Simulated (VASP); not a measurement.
# CaSe in VASP 6.6.1, single-point calculation

INCAR

```
IBRION = -1
ENCUT = 520
PREC = Accurate
ALGO = All
ISIF = 2
ISYM = -1
NSW = 0
LASPH = .TRUE.
SIGMA = 0.02
EDIFF = 1E-7
NBANDS = 15
NELM = 60
LREAL = .FALSE.
GGA = PE
LWAVE = .FALSE.
BMIX = 0.5
LCHARG = .FALSE.
ISMEAR = -1
```

KPOINTS

```
KPOINTS created by Atomic Simulation Environment
0
Gamma
4 4 4
0 0 0
```

POSCAR

```
Ca Se
 1.0000000000000000
     0.0000000000000000    3.4107438220000001    3.4107438220000001
     3.4107438220000001    0.0000000000000000    3.4107438220000001
     3.4107438220000001    3.4107438220000001    0.0000000000000000
 Ca  Se
   1   1
Cartesian
  0.0000000000000000  0.0000000000000000  0.0000000000000000
  1.7053719110000001  1.7053719110000001  1.7053719110000001
```

The recommended PBE PAW datasets give the neutral cell 16 valence electrons.

Command

```
mpirun -np 1 vasp_std
```

Question: How does this run end, and what does it give?

Answer: It converged. Results: gap between bands v and c on the k mesh 2.85 eV; least direct gap on the k mesh 2.91 eV; pressure -2.7 GPa. Band v is the last that the valence electrons fill when counted band by band, and c is the next.

OSZICAR

```
N       E                     dE             d eps       ncg     rms           ort
DAV:   1     0.106248008798E+03    0.10625E+03   -0.79096E+03   960   0.986E+02
DAV:   2    -0.356292690385E+01   -0.10981E+03   -0.10447E+03   960   0.225E+02
DAV:   3    -0.898688533109E+01   -0.54240E+01   -0.53776E+01   960   0.475E+01
DAV:   4    -0.934454603697E+01   -0.35766E+00   -0.35746E+00   960   0.975E+00
DAV:   5    -0.934717257554E+01   -0.26265E-02   -0.26261E-02   960   0.102E+00
SDA:   6    -0.830033088054E+01    0.10468E+01   -0.26261E-02   960   0.234E+01   0.000E+00
CGA:   7    -0.884123827265E+01   -0.54091E+00   -0.54225E+00   960   0.153E+00  -0.229E-01
CGA:   8    -0.887907730394E+01   -0.37839E-01   -0.37825E-01   960   0.605E-01   0.417E-03
CGA:   9    -0.889437312410E+01   -0.15296E-01   -0.15308E-01   960   0.153E-01  -0.214E-03
CGA:  10    -0.889818927864E+01   -0.38162E-02   -0.38163E-02   960   0.582E-02  -0.346E-08
CGA:  11    -0.889943852596E+01   -0.12492E-02   -0.12493E-02   960   0.133E-02   0.186E-04
CGA:  12    -0.889983344810E+01   -0.39492E-03   -0.39500E-03   960   0.425E-03  -0.959E-06
CGA:  13    -0.889993464432E+01   -0.10120E-03   -0.10128E-03   960   0.127E-03  -0.548E-05
CGA:  14    -0.889997663993E+01   -0.41996E-04   -0.42350E-04   960   0.588E-04  -0.319E-05
CGA:  15    -0.889999386572E+01   -0.17226E-04   -0.17255E-04   960   0.183E-04  -0.454E-06
CGA:  16    -0.890000007011E+01   -0.62044E-05   -0.62966E-05   960   0.564E-05  -0.885E-06
CGA:  17    -0.890000203086E+01   -0.19607E-05   -0.20873E-05   960   0.196E-05  -0.933E-06
CGA:  18    -0.890000251580E+01   -0.48494E-06   -0.48479E-06   960   0.525E-06   0.498E-08
CGA:  19    -0.890000264017E+01   -0.12437E-06   -0.12778E-06   960   0.146E-06   0.126E-06
SDA:  20    -0.890000267205E+01   -0.31888E-07   -0.36427E-07   960   0.552E-07   0.683E-07
   1 F= -.89000027E+01 E0= -.89000027E+01  d E =-.442871E-11
```

For comparison, a separate PBE run of the intended cell, on usual settings and not on those above, gives a gap of 2.85 eV on its mesh and a pressure of -2.7 GPa.
